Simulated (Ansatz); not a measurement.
# Cd: do energies and stresses tell the same story?

All numbers below come from Ansatz 0.2.0, DFT PBE, scalar-relativistic, plane waves, PAW.

Settings: cutoff 420 eV, Γ-centred mesh 16×16×16 on the computed 1-atom cell, Gaussian smearing of 0.10 eV; no spin polarisation.

Relaxed cell: Fm-3m, a = 4.508 Å, b = 4.508 Å, c = 4.508 Å, α = 90.00°, β = 90.00°, γ = 90.00°, 1 atom in the primitive cell. This fcc form isn't the element's structure at ambient conditions.

Energies at zero smearing and pressures from the stress tensor, at volumes with shape and atoms relaxed:
```csv
V (Å³/atom),E − E(first) (meV/atom),P (GPa)
20.159,0.00,7.53
20.846,-26.92,5.07
21.533,-44.27,3.05
22.220,-53.70,1.38
22.908,-56.60,0.00
23.595,-54.07,-1.14
24.282,-47.10,-2.06
25.198,-32.38,-3.01
```

Task: Check P = −dE/dV between neighbouring volumes, and get the bulk modulus from the pressures alone.

Result: With 1 eV/Å³ = 160.2 GPa:
```
middle V (Å³/atom)  −ΔE/ΔV (GPa) mean P (GPa)
            20.502         6.276         6.304
            21.190         4.044         4.061
            21.877         2.198         2.212
            22.564         0.677         0.687
            23.251        -0.589        -0.571
            23.938        -1.626        -1.601
            24.740        -2.574        -2.535
```

The two differ by 0.04 GPa at most. The mean of two end pressures misses the average over a step by about ΔV² P″/12, up to 0.04 GPa here; with that taken off 0.02 GPa remains. Around V = 22.908 Å³/atom, the two neighbours give B = −V ΔP/ΔV = 22.908 × 2.52 / 1.374 = 41.9 GPa, against B0 = 41.7 GPa from the Birch–Murnaghan fit of the energies.